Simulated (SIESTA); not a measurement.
**SiC (Moissanite) in SIESTA: the effect of functional**

SiC (Moissanite):

```
Si C
1.0
     3.07600    0.00000    0.00000
    -1.53800    2.66389    0.00000
     0.00000    0.00000    5.04800
Si C
2 2
Direct
  0.66667 0.33333 0.50000
  0.33333 0.66667 0.00000
  0.66667 0.33333 0.88500
  0.33333 0.66667 0.38500
```

Alike in all runs:

```yaml
Program: SIESTA 5.4.2
Task: single point
Potentials_or_basis: PseudoDojo 0.4 standard (PBE files)
Basis: DZP (energy shift 0.003 Ry)
Grid_cutoff: 500 Ry
Energy_shift: 0.003 Ry
k_mesh: 10 × 10 × 5
Occupations: fermi-dirac, width 0.05 eV
Spin: no spin polarisation
```

Problem. One run gave: gap on the mesh 2.44 eV; pressure 6.7 GPa. Which functional did it use?
A. VV10
B. vdW-DF-cx
C. PBE
D. vdW-DF
E. vdW-DF2

Solution. C.

```tsv
functional	gap on the mesh (eV)	pressure (GPa)
PBE	2.44	6.7
vdW-DF	2.75	10.6
vdW-DF2	2.93	16.0
optB88-vdW	2.58	8.3
vdW-DF-C09	2.36	5.3
vdW-DF-cx	2.38	5.5
VV10	2.56	10.8
```

Caveats: an odd mesh through Γ misses points on the zone boundary, where band edges often lie; the basis of atomic orbitals isn't converged, which shifts pressures, moduli and gaps; the potentials were made for another functional, which shifts forces and pressure (some runs); the non-local part is tabulated coarsely and may be off by about a percent (some runs).
